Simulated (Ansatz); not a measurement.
Structure relaxation of Re

The calculation used DFT PBE, scalar-relativistic, plane waves, PAW in Ansatz 0.2.0. Cutoff 420 eV, Γ-centred k mesh, Gaussian smearing, no spin polarisation in the final step.

The start is a random cell of Re with space group P6mm (No. 183), drawn with lower limits on the distances.

```yaml
crystal:
  lattice:
    - [4.88771, 0.00000, 0.00000]
    - [-2.44385, 4.23288, 0.00000]
    - [0.00000, 0.00000, 4.00475]
  atoms:
    - { symbol: Re, position: [0.00000, 0.50000, 0.00000] }
    - { symbol: Re, position: [0.50000, 0.00000, 0.00000] }
    - { symbol: Re, position: [0.50000, 0.50000, 0.00000] }
    - { symbol: Re, position: [0.33333, 0.66667, 0.59800] }
    - { symbol: Re, position: [0.66667, 0.33333, 0.59800] }
```

Cell and atoms relax at zero pressure; the relaxation can't lower the symmetry of the start. After a coarse first stage the cell is made exact in the group found at 0.06 Å.

Energies count from the standard state of Re at the same level.

**Question.** Which crystal results?

**Answer.** It ends in P6/mmm (No. 191). Conventional cell: a = 5.033 Å, c = 4.571 Å. Around Re on Wyckoff site f (3 atoms of the primitive cell) lie 4 Re at 2.52 Å and 4 Re at 2.71 Å; Re on Wyckoff site d (2 atoms of the primitive cell) has 6 Re at 2.71 Å and 3 Re at 2.91 Å.

```cif
data_structure
_symmetry_space_group_name_H-M 'P6/mmm'
_symmetry_Int_Tables_number 191
_cell_length_a 5.0331
_cell_length_b 5.0331
_cell_length_c 4.5707
_cell_angle_alpha 90.000
_cell_angle_beta 90.000
_cell_angle_gamma 120.000
_cell_volume 100.27
loop_
_atom_site_label
_atom_site_type_symbol
_atom_site_symmetry_multiplicity
_atom_site_Wyckoff_symbol
_atom_site_fract_x
_atom_site_fract_y
_atom_site_fract_z
_atom_site_occupancy
Re1 Re 3 f 0.00000 0.50000 0.00000 1
Re2 Re 2 d 0.33333 0.66667 0.50000 1
```

**Question.** What are its volume, energy, density and gap?

**Answer.** The volume per atom is 20.05 Å³ and the density is 15.42 g/cm³. The energy over the standard structure is 1.01 eV/atom. The gap on the 9×9×8 mesh is 0 eV (a metal).

The final run used a 9×9×8 mesh on its 5-atom cell and 0.10 eV smearing. For metals, differences of a few meV/atom aren't resolved. Spin–orbit coupling is left out. A structure relaxed within its symmetry needn't be a true minimum.